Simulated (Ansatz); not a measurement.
**Pt under changes of volume**

One of the cells (15.080 Å³/atom); the others are scaled copies at fixed shape and fractional positions:

```xyz
1
Lattice="0.0000 1.9609 1.9609 1.9609 0.0000 1.9609 1.9609 1.9609 0.0000" Properties=species:S:1:pos:R:3 pbc="T T T"
Pt    0.0000    0.0000    0.0000
```

- Program: Ansatz 0.2.0
- Functional: revPBE0
- Potentials or basis: Ansatz PAW
- Cutoff: 420 eV (not typed: the program's choice for these potentials)
- k mesh: 6 × 6 × 6
- Occupations: fermi-dirac, width 0.05 eV
- Spin: no spin polarisation

| volume (Å³/atom) | energy over the lowest point (meV/atom) | pressure (GPa) |
| --- | --- | --- |
| 14.175 | ? | ? |
| 14.477 | 23.46 | 12.9 |
| 14.778 | 5.69 | 6.1 |
| 15.080 | 0.00 | 0.1 |
| 15.381 | 4.94 | -5.2 |
| 15.683 | 19.20 | -9.9 |

Problem. What does the run at 14.175 Å³/atom give?

Solution. Energy over the lowest point 55.02 meV/atom; pressure 20.7 GPa.

Worked out: A Birch-Murnaghan fit of order 3 (a polynomial in V^(-2/3)) to the other rows has its minimum at 15.08 Å³/atom with B0 = V·E''(V) = 281 GPa and B' = 5.6. It gives 55.15 meV/atom at 14.175 Å³/atom, against the run's 55.02, and -dE/dV = 20.8 GPa, against 20.7.

Energies are extrapolated to zero smearing.

Caveats: all runs use coarse meshes; the PAW data sets come from PBE, with cores solved anew for the run's functional, which leaves a small shift of forces and pressure; the thresholds are loose for stress.
